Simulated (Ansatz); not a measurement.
# Structural energy differences of lead

Theory: DFT, PBE, plane waves (420 eV) with PAW, scalar-relativistic (Ansatz).

Each structure is relaxed within its own symmetry, so a high-lying one may be dynamically unstable.

| structure | ΔE (meV/atom) | V (Å³/atom) | cell | magnetic state |
| --- | --- | --- | --- | --- |
| fcc | 0 | 31.91 | a = 5.035 Å | spin not included |
| dhcp | 3 | 31.93 | a = 3.573 Å, c = 11.550 Å (c/a = 3.232) | spin not included |
| hcp | 16 | 31.88 | a = 3.554 Å, c = 5.828 Å (c/a = 1.640) | spin not included |
| bcc | 40 | 31.90 | a = 3.996 Å | spin not included |
| omega (AlB2-type) | 51 | 32.23 | a = 5.695 Å, c = 3.442 Å (c/a = 0.604) | spin not included |
| A15 | 52 | 32.93 | a = 6.411 Å | spin not included |
| simple cubic | 189 | 34.38 | a = 3.252 Å | spin not included |
| diamond | 259 | 44.03 | a = 7.062 Å | spin not included |

ΔE counts from fcc.

Differences under about 8 meV lie within the error of the k-point mesh.
